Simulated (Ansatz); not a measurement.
## Every step of a relaxation of Ir (bcc type)

DFT, PBE, PAW with Ansatz's default frozen-core files, scalar-relativistic (Ansatz 0.2.0); a Γ-centred 19×19×19 k mesh, Fermi–Dirac smearing of 0.08 eV, no spin polarisation. The run relaxes cell and atoms at a target pressure of 140 GPa.

Command: `ansatz run input.yaml --threads 1 --pin off --max-ram 3584MiB --backend cpu --events-out ev --progress --plain --runs-dir out` It took 9.9 s on 1 thread of Arm Neoverse V2, on a shared host, peak memory 0.3 GiB.

PAW: frozen-core files, cutoff 420 eV; forces are relaxed below 0.005 eV/Å.

Each step lists its enthalpy F + pV a cell above the last geometry, the pressure, the cell vectors (Å), and Cartesian positions (Å) with forces (eV/Å).

The first step:

```
step 1  dH = 7.73 meV  P = 154.3 GPa
  cell -1.4249 1.4249 1.4249  1.4249 -1.4249 1.4249  1.4249 1.4249 -1.4249
  Ir 0.0000 0.0000 0.0000   0.0000 0.0000 0.0000
```

Spin–orbit coupling is left out, which matters for the heavy atoms.

The symmetry of the start is kept and no stability test is made, so the end need not be the stable phase.

**Question.** Where does the relaxation end, and by which steps?

**Answer.** After 4 geometries, with conventional a, b, c = 2.865, 2.865, 2.865 Å, at 11.752 Å³/atom (+1.55 % against the start) in space group Im-3m, with a shortest distance of 2.481 Å. The further steps:
```
step 2  dH = 28.80 meV  P = 114.8 GPa  (not accepted)
  cell -1.4465 1.4465 1.4465  1.4465 -1.4465 1.4465  1.4465 1.4465 -1.4465
  Ir 0.0000 0.0000 0.0000   0.0000 0.0000 0.0000
step 3  dH = 0.02 meV  P = 139.4 GPa
  cell -1.4326 1.4326 1.4326  1.4326 -1.4326 1.4326  1.4326 1.4326 -1.4326
  Ir 0.0000 0.0000 0.0000   0.0000 0.0000 0.0000
step 4  dH = 0.00 meV  P = 140.0 GPa
  cell -1.4323 1.4323 1.4323  1.4323 -1.4323 1.4323  1.4323 1.4323 -1.4323
  Ir 0.0000 0.0000 0.0000   0.0000 0.0000 0.0000
step 5  dH = -0.14 meV  P = 140.0 GPa  (same geometry on a basis chosen anew; earlier energies don't compare to the last digit)
  cell -1.4323 1.4323 1.4323  1.4323 -1.4323 1.4323  1.4323 1.4323 -1.4323
  Ir 0.0000 0.0000 0.0000   0.0000 0.0000 0.0000
```
